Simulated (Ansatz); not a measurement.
## Response to strain in CaSe

The parent structure is CaSe in the rock salt structure (space group Fm-3m, No. 225).

```
CELL_PARAMETERS angstrom
      0.00000     2.93425     2.93425
      2.93425     0.00000     2.93425
      2.93425     2.93425     0.00000
ATOMIC_POSITIONS crystal
  Ca 0.00000 0.00000 0.00000
  Se 0.50000 0.50000 0.50000
```

Cartesian axes are those of the cell as printed.

Strains are applied to the cell and any free atomic positions relax; under biaxial strain the out-of-plane vector relaxes too.

Method: PBEsol (Ansatz, a program for electronic structure), without spin-orbit coupling.

Notes on the quantities. energy relative to the base: free energy F.

```tsv
change	electron mass	band gap	energy relative to the base	ratio −ε⊥/ε∥
base	1.4 mₑ along k, 0.27 mₑ across (at X)	1.88 eV	0 meV/atom	–
biaxial strain −2.50 %, plane normal [111], relaxed out of plane	1.4 mₑ along k, 0.26 mₑ across (at X)	1.69 eV	+10 meV/atom	0.76
biaxial strain −1.67 %, plane normal [111], relaxed out of plane	1.4 mₑ along k, 0.26 mₑ across (at X)	…	…	0.76
biaxial strain −0.83 %, plane normal [111], relaxed out of plane	1.4 mₑ along k, 0.27 mₑ across (at X)	1.82 eV	+1.1 meV/atom	0.76
biaxial strain −0.42 %, plane normal [111], relaxed out of plane	1.4 mₑ along k, 0.27 mₑ across (at X)	1.85 eV	+0.3 meV/atom	–
biaxial strain +0.42 %, plane normal [111], relaxed out of plane	1.4 mₑ along k, 0.27 mₑ across (at X)	1.86 eV	+0.3 meV/atom	–
biaxial strain +0.83 %, plane normal [111], relaxed out of plane	1.4 mₑ along k, 0.27 mₑ across (at X)	1.85 eV	+1.0 meV/atom	0.77
biaxial strain +1.25 %, plane normal [111], relaxed out of plane	1.4 mₑ along k, 0.28 mₑ across (at X)	1.83 eV	+2.3 meV/atom	0.77
biaxial strain +1.67 %, plane normal [111], relaxed out of plane	1.4 mₑ along k, 0.28 mₑ across (at X)	1.82 eV	+4.1 meV/atom	0.77
biaxial strain +2.08 %, plane normal [111], relaxed out of plane	1.4 mₑ along k, 0.28 mₑ across (at X)	1.81 eV	+6.3 meV/atom	0.77
```

Question: Complete the table.

Answer: 
- biaxial strain −1.67 %, plane normal [111], relaxed out of plane, band gap: 1.76 eV
- biaxial strain −1.67 %, plane normal [111], relaxed out of plane, energy relative to the base: +4.4 meV/atom

Effective masses come from finite differences of ±0.01 Å⁻¹. Along k means along the line from Γ to the band edge. Whether these cells are dynamically stable was not tested.
